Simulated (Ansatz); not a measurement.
# Molecular dynamics of MgI2

input.yaml

```yaml
accuracy: low
crystal:
  lattice:
    - [8.1239420242, 0.0, 0.0]
    - [-6.0929565182, 10.5533103839, 0.0]
    - [0.0, 0.0, 6.7503286385]
  atoms:
    - { symbol: Mg, position: [0.01210716, 0.00038511, 0.02626844] }
    - { symbol: I, position: [0.19320087, 0.21983491, 0.34094457] }
    - { symbol: I, position: [0.37869581, 0.14513171, 0.79846921] }
    - { symbol: Mg, position: [0.01335712, 0.32456214, 0.0630722] }
    - { symbol: I, position: [0.19310781, 0.56285509, 0.27286837] }
    - { symbol: I, position: [0.32141191, 0.43591799, 0.77562541] }
    - { symbol: Mg, position: [0.05880903, 0.72085919, 0.00252094] }
    - { symbol: I, position: [0.20078896, 0.89337626, 0.29059405] }
    - { symbol: I, position: [0.37157879, 0.79210425, 0.74447676] }
    - { symbol: Mg, position: [0.54918402, 0.0172015, -0.02026224] }
    - { symbol: I, position: [0.68831397, 0.19093729, 0.30841254] }
    - { symbol: I, position: [0.87827154, 0.12639122, 0.74998092] }
    - { symbol: Mg, position: [0.46403652, 0.35719869, 0.0685831] }
    - { symbol: I, position: [0.70764117, 0.58264408, 0.29241468] }
    - { symbol: I, position: [0.81629557, 0.45854129, 0.80859065] }
    - { symbol: Mg, position: [0.50038778, 0.65871966, 0.02589278] }
    - { symbol: I, position: [0.67801116, 0.88541912, 0.24945397] }
    - { symbol: I, position: [0.90767296, 0.80142958, 0.71681251] }
basis:
  ecutwfc: 420.0
kpoints:
  mp_grid: { grid: [1, 1, 1] }
hamiltonian:
  xc: lda
scf:
  occupations: { method: fermi_dirac, width: 0.05 }
  lower_state_search: "off"
  max_iter: 100
md:
  timestep: 2
  n_steps: 200
  ensemble: nvt_nose_hoover
  temperature: 1170.0
  initial_velocities: maxwell_boltzmann
  seed: 33246
  nose_hoover: { tau: 5.0, chain_length: 1 }
```

Run as:

```bash
$ ansatz run input.yaml --threads 2 --pin off --max-ram 5120MiB --backend cpu --events-out ev --progress --plain --runs-dir out
```

It goes on from the last frame of an earlier run, with new velocities.

Output, in part (step lines):

```
md step     0: t =     0.00 fs  T =  1170.0 K  F+E_penalty+E_count = -99695.39250682 eV  E_kin = 2.570981 eV  conserved = -99692.82152544 eV  (8 SCF iters)
md step     1: t =     2.00 fs  T =  1186.7 K  F+E_penalty+E_count = -99695.43086029 eV  E_kin = 2.607775 eV  conserved = -99692.82153977 eV  (7 SCF iters)
md step     2: t =     4.00 fs  T =  1196.2 K  F+E_penalty+E_count = -99695.46480982 eV  E_kin = 2.628649 eV  conserved = -99692.82154787 eV  (7 SCF iters)
md step     3: t =     6.00 fs  T =  1195.4 K  F+E_penalty+E_count = -99695.49427688 eV  E_kin = 2.626826 eV  conserved = -99692.82154869 eV  (7 SCF iters)
md step     4: t =     8.00 fs  T =  1184.7 K  F+E_penalty+E_count = -99695.51939850 eV  E_kin = 2.603303 eV  conserved = -99692.82154199 eV  (7 SCF iters)
md step     5: t =    10.00 fs  T =  1167.9 K  F+E_penalty+E_count = -99695.54056072 eV  E_kin = 2.566417 eV  conserved = -99692.82152674 eV  (3 SCF iters)
md step     6: t =    12.00 fs  T =  1150.7 K  F+E_penalty+E_count = -99695.55836287 eV  E_kin = 2.528542 eV  conserved = -99692.82150418 eV  (3 SCF iters)
md step     7: t =    14.00 fs  T =  1138.5 K  F+E_penalty+E_count = -99695.57353670 eV  E_kin = 2.501779 eV  conserved = -99692.82147636 eV  (3 SCF iters)
[... lines left out ...]
md step   199: t =   398.00 fs  T =  1251.0 K  F+E_penalty+E_count = -99694.08197446 eV  E_kin = 2.749052 eV  conserved = -99692.82022145 eV  (3 SCF iters)
md step   200: t =   400.00 fs  T =  1254.0 K  F+E_penalty+E_count = -99694.10551985 eV  E_kin = 2.755501 eV  conserved = -99692.82044291 eV  (7 SCF iters)
```

The steps, from the saved trajectory:

```
time (fs)  T (K)  potential energy less start (eV)  conserved less start (meV/atom)
      0.0   1170                             0.000                             0.00
     12.0   1151                            -0.166                             0.00
     24.0   1194                            -0.243                             0.01
     36.0   1146                            -0.360                             0.01
     48.0   1189                            -0.498                            -0.02
     60.0   1125                            -0.403                            -0.03
     72.0   1205                            -0.042                             0.02
     84.0   1150                             0.299                             0.03
     96.0   1189                             0.497                             0.01
    108.0   1160                             0.671                             0.02
    120.0   1164                             0.838                             0.01
    132.0   1171                             1.149                             0.03
    144.0   1177                             1.474                             0.10
    156.0   1207                             1.350                             0.07
    168.0   1125                             1.033                             0.01
    180.0   1191                             0.953                             0.00
    192.0   1155                             1.086                             0.07
    204.0   1201                             0.936                             0.03
    216.0   1134                             0.744                             0.00
    228.0   1173                             0.807                             0.02
    240.0   1165                             1.101                             0.04
    252.0   1163                             1.483                             0.07
    264.0   1203                             1.747                             0.08
    276.0   1135                             1.846                             0.06
    288.0   1211                             1.891                             0.05
    300.0   1124                             1.990                             0.06
    312.0   1231                             1.999                             0.07
    324.0   1129                             1.839                             0.06
    336.0   1208                             1.524                             0.04
    348.0   1136                             1.246                             0.03
    360.0   1184                             1.064                             0.03
    372.0   1156                             0.987                             0.00
    384.0   1150                             1.138                             0.01
    396.0   1227                             1.321                             0.08
```

All steps were run. The conserved energy stayed within 0.1 meV per atom of its start (net change 0.06 meV per atom), so the integration is sound. A run of 0.4 ps of so small a system gives no equilibrium averages. Limits of this set-up: coarse k mesh, low accuracy level.

Mean squared displacements from the first frame to the last, about the centre of mass: Mg 0.56 Å², I 0.51 Å².

Last frame:

```xyz
18
Lattice="8.1239 0.0000 0.0000 -6.0930 10.5533 0.0000 0.0000 0.0000 6.7503" Properties=species:S:1:pos:R:3
Mg -0.333 -0.294 0.068
I 0.107 2.638 1.645
I 1.652 1.812 5.295
Mg -1.700 3.412 -0.189
I -1.667 6.118 1.863
I -0.087 5.170 4.942
Mg -3.733 7.349 0.958
I -4.327 9.796 2.256
I -1.852 8.689 5.559
Mg 3.272 0.346 0.052
I 4.365 2.186 1.232
I 6.544 1.065 4.786
Mg 1.926 3.755 -0.083
I 2.546 5.499 2.153
I 4.382 4.401 5.071
Mg 0.079 7.049 0.282
I 0.298 9.078 2.198
I 2.524 7.928 5.860
```

The run took 15 min on 2 threads of Intel(R) Xeon(R) Processor @ 2.50GHz (Skylake/Cascade Lake) (shared host), peak memory 0.64 GiB.
